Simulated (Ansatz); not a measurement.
# Te2Mo: the cost of one run

Method: reference: DFT, HSE06, plane waves, PAW, in Ansatz 0.2.0.

2 further runs of the same task are left out: 2 that didn't finish.

## 1. The system as given

Symmetry: P-3m1, No. 164, trigonal system. Conventional cell: a = 3.519 Å, b = 3.519 Å, c = 7.214 Å, α = 90.00°, β = 90.00°, γ = 120.00°. Mo (site symmetry -3m) has 6 Te at 2.73 Å as nearest neighbours. Te (site symmetry 3m) has 3 Mo at 2.73 Å as nearest neighbours.

As a file:

```cif
data_structure
_symmetry_space_group_name_H-M 'P 1'
_symmetry_Int_Tables_number 1
_cell_length_a 3.5195
_cell_length_b 3.5195
_cell_length_c 7.2145
_cell_angle_alpha 90.000
_cell_angle_beta 90.000
_cell_angle_gamma 120.000
_cell_volume 77.39
loop_
_atom_site_label
_atom_site_type_symbol
_atom_site_fract_x
_atom_site_fract_y
_atom_site_fract_z
_atom_site_occupancy
Mo1 Mo 0.00000 0.00000 0.00000 1
Te1 Te 0.33333 0.66667 0.25342 1
Te2 Te 0.66667 0.33333 0.74658 1
```

## 2. Reference

input.yaml

```yaml
crystal:
  lattice:
    - [3.5194545122, 0.0, 0.0]
    - [-1.7597272561, 3.047937015, 0.0]
    - [0.0, 0.0, 7.2144528865]
  atoms:
    - { symbol: Mo, position: [0.0, 0.0, 0.0] }
    - { symbol: Te, position: [0.3333333333, 0.6666666667, 0.253415608] }
    - { symbol: Te, position: [0.6666666667, 0.3333333333, 0.746584392] }
kpoints:
  mp_grid: { grid: [6, 6, 2] }
hamiltonian:
  xc: hse06
scf:
  occupations: { method: fermi_dirac, width: 0.02 }
  n_extra_bands: 4
output:
  forces: true
  stress: true
  eigenvalues: true
```

Started as:

```bash
ansatz run input.yaml --threads 4 --pin off --max-ram 3686MiB --backend cpu --events-out ev --progress --plain --runs-dir out
```

What time and memory should one allow on 4 threads of AMD EPYC 9R45 (Zen 5), shared host?

About 7.2 s, with a peak of 1.5 GiB.
